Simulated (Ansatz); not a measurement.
# BiTe: the cost of one run

Program: Ansatz 0.2.0. Level of theory: DFT PBE, scalar-relativistic, plane waves, PAW. These are calculated values, not measurements.

3 further runs of the same task are left out: 2 that didn't finish, 1 set aside as unsound or not needed.

### 1 The structure to begin with

The structure is cubic, space group Fm-3m (No. 225). Conventional cell: a = 6.470 Å, b = 6.470 Å, c = 6.470 Å, α = 90.00°, β = 90.00°, γ = 90.00°. Bi (site symmetry m-3m) has 6 Te at 3.23 Å as nearest neighbours. Around Te (site symmetry m-3m) lie 6 Bi at 3.23 Å.

Structure file:

```
CELL_PARAMETERS angstrom
0.00000 3.23500 3.23500
3.23500 0.00000 3.23500
3.23500 3.23500 0.00000
ATOMIC_POSITIONS crystal
Bi 0.00000 0.00000 0.00000
Te 0.50000 0.50000 0.50000
```

The structure comes from the Crystallography Open Database.

### 2 A change within the space group

What differs from the listed cell: strain xx, yy, zz, yz, xz, xy = +2.5, +2.5, +2.5, +0.0, +0.0, +0.0 %.

File input.yaml:

```yaml
crystal:
  lattice:
    - [0.0, 3.3157456, 3.3157456]
    - [3.3157456, 0.0, 3.3157456]
    - [3.3157456, 3.3157456, 0.0]
  atoms:
    - { symbol: Bi, position: [0.0, 0.0, 0.0] }
    - { symbol: Te, position: [0.5, 0.5, 0.5] }
basis:
  ecutwfc: 420
kpoints:
  mp_grid: { grid: [12, 12, 12] }
hamiltonian:
  xc: pbe
scf:
  occupations: { method: gaussian, width: 0.1 }
output:
  forces: true
  stress: true
  eigenvalues: true
  populations: true
```

The run is started by

```bash
> ansatz run input.yaml --threads 1 --pin off --max-ram 1331MiB --backend cpu --events-out ev --progress --plain --runs-dir out
```

**Question.** How long does this run take on 1 thread of an Arm CPU, shared host, and how much memory does it need?

About 8.9 s, with a peak of 0.37 GiB.
